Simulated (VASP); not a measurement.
# HfN (Pm-3m) in VASP: a series of runs

The runs below take HfN through single point, with PBE.

Everything below comes from runs of VASP 6.6.1. Logs are shortened: lines on timing, memory, paths and dates and some standing lists are left out, and cuts for length are marked.

## (1) The structure

It takes space group Pm-3m (No. 221, cubic). The conventional cell has a = 2.767 Å, b = 2.767 Å, c = 2.767 Å, α = 90.00°, β = 90.00°, γ = 90.00°. Around Hf (site symmetry m-3m) lie 8 N at 2.40 Å. N (site symmetry m-3m) has 8 Hf at 2.40 Å as nearest neighbours.

The cell was built by a generator and needn't be a form met in nature.

## (2) Single point, PBE

Input file INCAR:

```
SYSTEM = HfN
PREC = Accurate
ENCUT = 520
EDIFF = 1E-6
ISMEAR = -1
SIGMA = 0.05
LREAL = .False.
LASPH = .True.
NELM = 100
ALGO = Normal
ISIF = 2
LWAVE = .False.
LCHARG = .False.
GGA = PE
NBANDS = 14
```

Input file KPOINTS:

```
Automatic mesh
0
Gamma
  9 9 9
  0 0 0
```

Input file POSCAR:

```
HfN
1.0
    2.7673601447      0.0000000000      0.0000000000
    0.0000000000      2.7673601447      0.0000000000
    0.0000000000      0.0000000000      2.7673601447
Hf N
1 1
Direct
    0.5000000000      0.5000000000      0.5000000000
    0.0000000000      0.0000000000      0.0000000000
```

Potentials or basis: VASP PAW PBE potentials, release 64 (Hf_pv, N).

Run with:

```console
$ cat potpaw_PBE.64/Hf_pv/POTCAR potpaw_PBE.64/N/POTCAR > POTCAR
$ mpirun -np 1 vasp_std > vasp.out
```

OUTCAR:

```text
SYSTEM = HfN
   PREC = Accurate
   ENCUT = 520
   EDIFF = 1E-6
   ISMEAR = -1
   LREAL = .False.
   LASPH = .True.
   NELM = 100
   ISIF = 2
   GGA = PE

 ion  position               nearest neighbor table
   1  0.500  0.500  0.500-   2 2.40   2 2.40   2 2.40   2 2.40   2 2.40   2 2.40   2 2.40   2 2.40

   2  0.000  0.000  0.000-   1 2.40   1 2.40   1 2.40   1 2.40   1 2.40   1 2.40   1 2.40   1 2.40

  LATTYP: Found a simple cubic cell.
 ALAT       =     2.7673601447

  Lattice vectors:

 A1 = (   2.7673601447,   0.0000000000,   0.0000000000)
 A2 = (   0.0000000000,   2.7673601447,   0.0000000000)
 A3 = (   0.0000000000,   0.0000000000,   2.7673601447)

Analysis of symmetry for initial positions (statically):
=====================================================================
 Subroutine PRICEL returns:
 Original cell was already a primitive cell.

 Routine SETGRP: Setting up the symmetry group for a
 simple cubic supercell.

 Subroutine GETGRP returns: Found 48 space group operations
 (whereof 48 operations were pure point group operations)
 out of a pool of 48 trial point group operations.

The static configuration has the point symmetry O_h .

Analysis of symmetry for dynamics (positions and initial velocities):
=====================================================================
 Subroutine PRICEL returns:
 Original cell was already a primitive cell.

 Routine SETGRP: Setting up the symmetry group for a
 simple cubic supercell.

 Subroutine GETGRP returns: Found 48 space group operations
 (whereof 48 operations were pure point group operations)
 out of a pool of 48 trial point group operations.

The dynamic configuration has the point symmetry O_h .

 Subroutine INISYM returns: Found 48 space group operations
 (whereof 48 operations are pure point group operations),
 and found     1 'primitive' translations

----------------------------------------------------------------------------------------

                                     Primitive cell

  volume of cell :      21.1932

  direct lattice vectors                    reciprocal lattice vectors
     2.767360145  0.000000000  0.000000000     0.361355208  0.000000000  0.000000000
     0.000000000  2.767360145  0.000000000     0.000000000  0.361355208  0.000000000
     0.000000000  0.000000000  2.767360145     0.000000000  0.000000000  0.361355208

  length of vectors
     2.767360145  2.767360145  2.767360145     0.361355208  0.361355208  0.361355208

  position of ions in fractional coordinates (direct lattice)
     0.500000000  0.500000000  0.500000000
     0.000000000  0.000000000  0.000000000

  ion indices of the primitive-cell ions
   primitive index   ion index
                 1           1
                 2           2

----------------------------------------------------------------------------------------

 KPOINTS: Automatic mesh

Automatic generation of k-mesh.
 Grid dimensions read from file:
 generate k-points for:    9    9    9

 Generating k-lattice:

  Cartesian coordinates                     Fractional coordinates (reciprocal lattice)
     0.040150579  0.000000000  0.000000000     0.111111111  0.000000000  0.000000000
     0.000000000  0.040150579  0.000000000     0.000000000  0.111111111  0.000000000
     0.000000000  0.000000000  0.040150579     0.000000000  0.000000000  0.111111111

  Length of vectors
     0.040150579  0.040150579  0.040150579

  Shift w.r.t. Gamma in fractional coordinates (k-lattice)
     0.000000000  0.000000000  0.000000000

 Subroutine IBZKPT returns following result:
 ===========================================

 Found     35 irreducible k-points:

 Following reciprocal coordinates:
            Coordinates               Weight
  0.000000  0.000000  0.000000      1.000000
  0.111111  0.000000  0.000000      6.000000
  0.222222  0.000000  0.000000      6.000000
  0.333333  0.000000  0.000000      6.000000
  0.444444  0.000000  0.000000      6.000000
  0.111111  0.111111  0.000000     12.000000
[... 16 lines left out ...]
  0.333333  0.333333  0.111111     24.000000
  0.444444  0.333333  0.111111     48.000000
 [... further k-points ...]
   k-points           NKPTS =     35   k-points in BZ     NKDIM =     35   number of bands    NBANDS=     14
   number of dos      NEDOS =    301   number of ions     NIONS =      2
   total plane-waves  NPLWV =  13824
   dimension x,y,z NGX =    24 NGY =   24 NGZ =   24
   dimension x,y,z NGXF=    48 NGYF=   48 NGZF=   48
   ions per type =               1   1
   NGX,Y,Z   is equivalent  to a cutoff of  14.42, 14.42, 14.42 a.u.
   NGXF,Y,Z  is equivalent  to a cutoff of  28.84, 28.84, 28.84 a.u.
 SYSTEM =  HfN
   PREC   = accura    normal or accurate (medium, high low for compatibility)
   ISTART =      0    job   : 0-new  1-cont  2-samecut
   ICHARG =      2    charge: 1-file 2-atom 10-const
   ISPIN  =      1    spin polarized calculation?
   LNONCOLLINEAR =      F non collinear calculations
   LSORBIT =      F    spin-orbit coupling
   LASPH  =      T    aspherical Exc in radial PAW
   ENCUT  =  520.0 eV  38.22 Ry    6.18 a.u.   5.15  5.15  5.15*2*pi/ulx,y,z
   NELM   =    100;   NELMIN=  2; NELMDL= -5     # of ELM steps
   EDIFF  = 0.1E-05   stopping-criterion for ELM
   LREAL  =      F    real-space projection
   EDIFFG = 0.1E-04   stopping-criterion for IOM
   NSW    =      0    number of steps for IOM
   IBRION =     -1    ionic relax: 0-MD 1-quasi-New 2-CG
   NFREE  =      0    steps in history (QN), initial steepest desc. (CG)
   ISIF   =      2    stress and relaxation
   ISYM   =      2    0-nonsym 1-usesym 2-fastsym
   POTIM  = 0.5000    time-step for ionic-motion
   TEBEG  =    0.0;   TEEND  =   0.0 temperature during run
   PSTRESS=    0.0 pullay stress
   NELECT =      15.0000    total number of electrons
   NUPDOWN=      -1.0000    fix difference up-down
   EMIN   =  10.00;   EMAX   =-10.00  energy-range for DOS
   EFERMI =   0.00;   METHOD = LEGACY
   ISMEAR =    -1;   SIGMA  =   0.05  broadening in eV -4-tet -1-fermi 0-gaus
   EFERMI_NEDOS =   21; number of points for ismear=-14 and -15
   IALGO  =     38    algorithm
   IMIX   =      4    mixing-type and parameters
     AMIX     =   0.40;   BMIX     =  1.00
     AMIX_MAG =   1.60;   BMIX_MAG =  1.00
  volume/ion in A,a.u.               =      10.60        71.51
  Fermi-wavevector in a.u.,A,eV,Ry     =   1.458947  2.757010 28.960366  2.128527
  Thomas-Fermi vector in A             =   2.575572
   LORBIT       =      0    0 simple, 1 ext, 2 COOP (PROOUT), +10 PAW based schemes
   GGA     = PE    functional components
   LHFCALC =     F    Hartree Fock is set to
   AEXX    =    0.0000 exact exchange contribution
   IVDW    =     0    specifies the selected vdW correction
   LEPSILON=     F    determine dielectric tensor
   LRPA    =     F    only Hartree local field effects (RPA)
 non-spin polarized calculation
  energy-cutoff  :      520.00
  volume of cell :       21.19
 maximum number of plane-waves:       587
 NGX is ok and might be reduce to    24
   NGX = 11   NGY = 11   NGZ = 11

 number of electron      15.0000004 magnetization

 Free energy of the ion-electron system (eV)
  ---------------------------------------------------
  ext. energy  EPLUGINS =         0.00000000
  ---------------------------------------------------
  free energy    TOTEN  =       -19.72294259 eV

  energy without entropy =      -19.71240219  energy(sigma->0) =      -19.71767239

 E-fermi :   8.0446     XC(G=0): -13.2640

 val. band max:        8.0255568752   @ k =   0.1111   0.1111   0.0000
 cond. band min:       8.1248535830   @ k =   0.4444   0.3333   0.1111
 fundamental gap:      0.0992967079
 Fermi energy:         8.0445754933

 k-point     1 :       0.0000    0.0000    0.0000
  band No.  band energies     occupation
      1     -21.9847      2.00000
      2     -21.9847      2.00000
      3     -21.9847      2.00000
      4      -8.5202      2.00000
      5       5.3598      2.00000
      6       5.3598      2.00000
      7       6.9187      2.00000
      8       6.9187      2.00000
      9       6.9187      2.00000
     10      12.1745      0.00000
     11      14.7783      0.00000
     12      14.7783      0.00000
     13      14.7783      0.00000
     14      21.2375      0.00000

 k-point     2 :       0.1111    0.0000    0.0000
  band No.  band energies     occupation
      1     -22.1960      2.00000
      2     -21.9662      2.00000
      3     -21.9662      2.00000
      4      -8.2531      2.00000
      5       4.7362      2.00000
      6       5.4897      2.00000
      7       6.7022      2.00000
      8       6.7022      2.00000
      9       7.3280      2.00000
     10      12.9446      0.00000
     11      14.8318      0.00000
     12      14.8318      0.00000
     13      14.8519      0.00000
     14      21.2375      0.00000

 k-point     3 :       0.2222    0.0000    0.0000
  band No.  band energies     occupation
      1     -22.7000      2.00000
      2     -21.9190      2.00000
      3     -21.9190      2.00000
      4      -7.5515      2.00000
      5       3.0752      2.00000
      6       5.8427      2.00000
      7       6.1722      2.00000
      8       6.1722      2.00000
      9       9.0779      0.00000
     10      14.4398      0.00000
     11      15.0232      0.00000
     12      15.0232      0.00000
     13      15.0448      0.00000
     14      21.2371      0.00000
[... 324 lines left out ...]
 k-point    23 :       0.3333    0.3333    0.1111
  band No.  band energies     occupation
      1     -23.0230      2.00000
      2     -22.9478      2.00000
      3     -21.9356      2.00000
      4      -6.3060      2.00000
      5       2.4611      2.00000
      6       3.7805      2.00000
      7       5.7540      2.00000
      8       8.4347      0.00082
      9      11.8926      0.00000
     10      12.0740      0.00000
     11      14.1205      0.00000
     12      14.1458      0.00000
     13      17.9422      0.00000
     14      21.2419      0.00000

 k-point    24 :       0.4444    0.3333    0.1111
  band No.  band energies     occupation
      1     -23.2868      2.00000
      2     -22.9212      2.00000
      3     -21.9002      2.00000
      4      -6.2685      2.00000
      5       2.5125      2.00000
      6       3.5393      2.00000
      7       6.1564      2.00000
      8       8.1249      0.33441
      9      11.4478      0.00000
     10      11.9378      0.00000
     11      13.8513      0.00000
     12      15.3459      0.00000
     13      19.5799      0.00000
     14      21.2472      0.00000

 [... further k-points ...]

------------------------ aborting loop because EDIFF is reached ----------------------------------------

  FORCE on cell =-STRESS in cart. coord.  units (eV):
  Direction    XX          YY          ZZ          XY          YZ          ZX
  --------------------------------------------------------------------------------------
  -------------------------------------------------------------------------------------
  Total        1.7912387      1.7912387      1.7912387     -0.0000000     -0.0000000      0.0000000
  in kB      135.4150736    135.4150736    135.4150736     -0.0000000     -0.0000000      0.0000000
  external PRESSURE =     135.4150736 kB  Pullay stress =       0.0000000 kB

 VOLUME and BASIS-vectors are now :
 -----------------------------------------------------------------------------
  energy-cutoff  :      520.00
  volume of cell :       21.19
      direct lattice vectors                 reciprocal lattice vectors
     2.767360145  0.000000000  0.000000000     0.361355208  0.000000000  0.000000000
     0.000000000  2.767360145  0.000000000     0.000000000  0.361355208  0.000000000
     0.000000000  0.000000000  2.767360145     0.000000000  0.000000000  0.361355208

 POSITION                                       TOTAL-FORCE (eV/Angst)
 -----------------------------------------------------------------------------------
      1.38368      1.38368      1.38368         0.000000      0.000000      0.000000
      0.00000      0.00000      0.00000         0.000000      0.000000      0.000000
 -----------------------------------------------------------------------------------
    total drift:                                0.000000     -0.000000     -0.000000

  FREE ENERGIE OF THE ION-ELECTRON SYSTEM (eV)
  ---------------------------------------------------
  free  energy   TOTEN  =       -19.7229425912 eV

  energy  without entropy=      -19.7124021929  energy(sigma->0) =      -19.71767239
```

Wall time 9.6 s (1 thread of Intel Xeon Platinum 8259CL at 2.50GHz (Skylake/Cascade Lake), shared host); peak memory 0.14 GiB.

What came out:

```
Free energy            : -19.7229 eV
Pressure               : 13.5 GPa
Band gap on the k mesh : none (metal or under the smearing width)
```

Levels at points of the mesh, in eV from the Fermi level:
| k point | band 4 | band 5 | band 6 | band 7 | band 8 | band 9 | band 10 | band 11 | band 12 | band 13 |
| --- | --- | --- | --- | --- | --- | --- | --- | --- | --- | --- |
| (0.00, 0.00, 0.00) | -16.56 | -2.68 | -2.68 | -1.13 | -1.13 | -1.13 | 4.13 | 6.73 | 6.73 | 6.73 |

The run has no spin-orbit coupling, so splittings on Hf are missing.

## (3) Single point, PBE

This run uses another cell than the first one, of 11.72 Å³/atom, 1.106 times its volume.

Input file INCAR:

```
PREC     = Accurate       # precision mode
ENCUT    = 520            # plane-wave cutoff, eV
EDIFF    = 1E-6           # SCF threshold, eV
ISMEAR   = -1             # smearing method
SIGMA    = 0.05           # smearing width, eV
LREAL    = F              # projectors in reciprocal space
LASPH    = T              # aspherical terms in the spheres
NELM     = 100            # most SCF steps
ALGO     = Fast           # electronic algorithm
ISIF     = 2              # what is computed and relaxed
LWAVE    = F              # write WAVECAR
LCHARG   = T              # write CHGCAR
GGA      = PE             # functional
LELF     = T              # ELF
LVHAR    = T            
NBANDS   = 14             # bands
```

Input file KPOINTS:

```
regular mesh
0
Gamma
  9 9 9
```

Input file POSCAR:

```
HfN
1.0
    2.8622057106      0.0000000000      0.0000000000
    0.0000000000      2.8622057106      0.0000000000
    0.0000000000      0.0000000000      2.8622057106
Hf N
1 1
Direct
    0.5000000000      0.5000000000      0.5000000000
    0.0000000000      0.0000000000      0.0000000000
```

Potentials or basis: VASP PAW PBE potentials, release 64 (Hf_pv, N).

Run with:

```console
$ cat potpaw_PBE.64/Hf_pv/POTCAR potpaw_PBE.64/N/POTCAR > POTCAR
$ mpirun -np 1 vasp_std > vasp.out
```

Wall time 12 s (1 thread of Intel Xeon Platinum 8259CL at 2.50GHz (Skylake/Cascade Lake), shared host); peak memory 0.14 GiB.

It converged, with:

```
Free energy            : -19.7294 eV
Pressure               : -10.7 GPa
Band gap on the k mesh : none (metal or under the smearing width)
```

Levels at points of the mesh, in eV from the Fermi level:
| k point | band 4 | band 5 | band 6 | band 7 | band 8 | band 9 | band 10 | band 11 | band 12 | band 13 |
| --- | --- | --- | --- | --- | --- | --- | --- | --- | --- | --- |
| (0.00, 0.00, 0.00) | -15.87 | -2.29 | -2.29 | -1.07 | -1.07 | -1.07 | 2.81 | 6.07 | 6.07 | 6.07 |

The run has no spin-orbit coupling, so splittings on Hf are missing.
